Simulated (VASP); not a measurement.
Here is a VASP 6.6.1 calculation.

File INCAR:

```
ALGO = Fast
EDIFF = 1E-8
ENCUT = 520
GGA = PE
ISIF = 2
ISMEAR = -1
LASPH = T
LCHARG = F
LEFG = T
LREAL = Auto
LWAVE = F
NBANDS = 117
NELM = 100
PREC = Accurate
SIGMA = 0.01
```

The input KPOINTS:

```
k-points
0
Gamma
  3 3 2
```

Contents of POSCAR:

```
Mg12HF23
1.0
    4.6250000000      4.6250000000      0.0000000000
   -4.6250000000      4.6250000000      0.0000000000
    0.0000000000      0.0000000000      9.1560000000
Mg H F
12 1 23
Direct
    0.0000000000      0.0000000000      0.0000000000
    0.0000000000      0.0000000000      0.3333333333
    0.0000000000      0.0000000000      0.6666666667
    0.5000000000      0.5000000000      0.0000000000
    0.5000000000      0.5000000000      0.3333333333
    0.5000000000      0.5000000000      0.6666666667
    0.5000000000      0.0000000000      0.1666666667
    0.5000000000      0.0000000000      0.5000000000
    0.5000000000      0.0000000000      0.8333333333
    0.0000000000      0.5000000000      0.1666666667
    0.0000000000      0.5000000000      0.5000000000
    0.0000000000      0.5000000000      0.8333333333
    0.3030000000      0.0000000000      0.0000000000
    0.3030000000      0.0000000000      0.3333333333
    0.3030000000      0.0000000000      0.6666666667
    0.8030000000      0.5000000000      0.0000000000
    0.8030000000      0.5000000000      0.3333333333
    0.8030000000      0.5000000000      0.6666666667
    0.5000000000      0.3030000000      0.1666666667
    0.5000000000      0.3030000000      0.5000000000
    0.5000000000      0.3030000000      0.8333333333
    0.0000000000      0.8030000000      0.1666666667
    0.0000000000      0.8030000000      0.5000000000
    0.0000000000      0.8030000000      0.8333333333
    0.6970000000      0.0000000000      0.0000000000
    0.6970000000      0.0000000000      0.3333333333
    0.6970000000      0.0000000000      0.6666666667
    0.1970000000      0.5000000000      0.0000000000
    0.1970000000      0.5000000000      0.3333333333
    0.1970000000      0.5000000000      0.6666666667
    0.5000000000      0.6970000000      0.1666666667
    0.5000000000      0.6970000000      0.5000000000
    0.5000000000      0.6970000000      0.8333333333
    0.0000000000      0.1970000000      0.1666666667
    0.0000000000      0.1970000000      0.5000000000
    0.0000000000      0.1970000000      0.8333333333
```

Potentials or basis: VASP PAW PBE potentials, release 64 (Mg, H, F).

The run is started by

```sh
$ cat potpaw_PBE.64/Mg/POTCAR potpaw_PBE.64/H/POTCAR potpaw_PBE.64/F/POTCAR > POTCAR
$ mpirun -np 1 vasp_std > vasp.out
```

Q: Predict the band gap on the k mesh.

A: 5.82 eV, indirect (least direct gap 5.97 eV).

Q: Estimate the largest force.

A: 0.261 eV/Å.

Q: Estimate the pressure.

A: 3.4 GPa.

Electric field gradients, principal values (V/Å²):
```csv
atom,Vxx,Vyy,Vzz
1 Mg,0.991,5.326,-6.317
2 Mg,-1.654,-4.830,6.484
3 Mg,-1.654,-4.830,6.484
4 Mg,-1.651,-4.788,6.439
5 Mg,-1.629,-4.835,6.464
6 Mg,-1.629,-4.835,6.464
7 Mg,-2.376,-4.684,7.060
8 Mg,-1.622,-4.841,6.462
9 Mg,-2.376,-4.684,7.060
10 Mg,-1.574,-4.865,6.440
11 Mg,-1.632,-4.832,6.464
12 Mg,-1.574,-4.865,6.440
13 H,0.721,3.979,-4.700
14 F,16.496,32.070,-48.566
15 F,16.496,32.070,-48.566
16 F,16.432,32.072,-48.504
17 F,16.230,32.190,-48.420
18 F,16.230,32.190,-48.420
19 F,16.094,32.198,-48.292
20 F,16.207,32.213,-48.420
21 F,16.094,32.198,-48.292
22 F,16.257,31.670,-47.926
23 F,16.226,32.220,-48.446
24 F,16.257,31.670,-47.926
25 F,14.814,34.634,-49.448
26 F,16.197,32.156,-48.353
27 F,16.197,32.156,-48.353
28 F,16.245,32.222,-48.467
29 F,16.188,32.320,-48.508
30 F,16.188,32.320,-48.508
31 F,16.094,32.198,-48.292
32 F,16.207,32.213,-48.420
33 F,16.094,32.198,-48.292
34 F,16.257,31.670,-47.926
35 F,16.226,32.220,-48.446
36 F,16.257,31.670,-47.926
```
